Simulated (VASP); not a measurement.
**AlN under changes of volume**

One of the cells (10.660 Å³/atom); the others are scaled copies at fixed shape and fractional positions:

```
CELL_PARAMETERS angstrom
3.13362 0.00000 0.00000
-1.56681 2.71379 0.00000
0.00000 0.00000 5.01399
ATOMIC_POSITIONS crystal
Al 0.66667 0.33333 0.50000
Al 0.33333 0.66667 0.00000
N 0.66667 0.33333 0.88000
N 0.33333 0.66667 0.38000
```

| Item | Value |
| --- | --- |
| Program | VASP 6.6.1 |
| Functional | PBE |
| Potentials or basis | VASP PAW PBE potentials, release 64 (Al, N) |
| Cutoff | 520 eV |
| k mesh | 10 × 10 × 6 |
| Occupations | fermi-dirac, width 0.05 eV |
| Spin | no spin polarisation |

```csv
volume (Å³/atom),energy over the lowest point (meV/atom),pressure (GPa),gap on the mesh (eV),largest force (eV/Å)
9.824,?,?,?,?
10.033,22.83,12.7,4.59,0.161
10.242,9.40,7.8,4.40,0.145
10.660,0.00,-0.5,4.05,0.114
10.869,2.95,-4.1,3.88,0.101
11.078,10.38,-7.4,3.72,0.088
```

Question: What does the run at 9.824 Å³/atom give?

Answer: Energy over the lowest point 42.85 meV/atom; pressure 18.0 GPa; gap on the mesh 4.78 eV; largest force 0.179 eV/Å.

Worked out: A Birch-Murnaghan fit of order 3 (a polynomial in V^(-2/3)) to the other rows has its minimum at 10.64 Å³/atom with B0 = V·E''(V) = 194 GPa and B' = 4.0 at fixed shape and positions, which overstates the stiffness. It gives 42.89 meV/atom at 9.824 Å³/atom, against the run's 42.85, and -dE/dV = 18.1 GPa, against 18.0. A straight line through the other rows of the gap, of slope -8.78 eV per unit of ln V (its deformation potential), extrapolates to 4.77 eV, against the run's 4.78.

Energies are extrapolated to zero smearing.

A mesh can miss the band edges.
